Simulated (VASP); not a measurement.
Input of a VASP 6.6.1 run:

File INCAR:

```
PREC = Accurate
ENCUT = 520
EDIFF = 1E-7
ISMEAR = 0
SIGMA = 0.05
LREAL = False
LASPH = True
NELM = 150
ALGO = Fast
ISIF = 2
LWAVE = False
LCHARG = True
ISPIN = 2
MAGMOM = 4 0
LORBIT = 11
LMAXMIX = 4
LDAU = True
LDAUTYPE = 2
LDAUL = 2 -1
LDAUU = 5 0
LDAUJ = 0 0
LDAUPRINT = 1
GGA = PS
LELF = True
LVHAR = True
```

KPOINTS

```
Automatic mesh
0
Gamma
  7 7 7
```

Contents of POSCAR:

```
MnO
1.0
    0.0000000000      2.4365134300      2.4365134300
    2.4365134300      0.0000000000      2.4365134300
    2.4365134300      2.4365134300      0.0000000000
Mn O
1 1
Direct
    0.0000000000      0.0000000000      0.0000000000
    0.2500000000      0.2500000000      0.2500000000
```

Potentials or basis: VASP PAW PBE potentials, release 64 (Mn_pv, O).

Run with:

```console
$ cat potpaw_PBE.64/Mn_pv/POTCAR potpaw_PBE.64/O/POTCAR > POTCAR
$ mpirun -np 1 vasp_std > vasp.out
```

Problem. Predict the band gap on the k mesh.

Solution. None (metal or under the smearing width).

Problem. Predict the site moments.

Solution. Mn +4.64; O +0.07 μB.

Problem. Predict the pressure.

Solution. -4.4 GPa.

Problem. What does it give for the net moment?

Solution. 5.00 μB per cell.

Eigenvalues of the final occupation matrices:
```csv
site,spin,trace,eigenvalues
site 1 d,1,4.75,0.95 0.95 0.95 0.95 0.95
site 1 d,2,0.19,0.02 0.02 0.05 0.05 0.05
```

Caveat: the PAW data sets were made with another functional, which shifts forces and pressure a little; a cell with one magnetic atom can't hold antiferromagnetic order, which such compounds often take. The state reached can hang on the start; a lower one may exist.
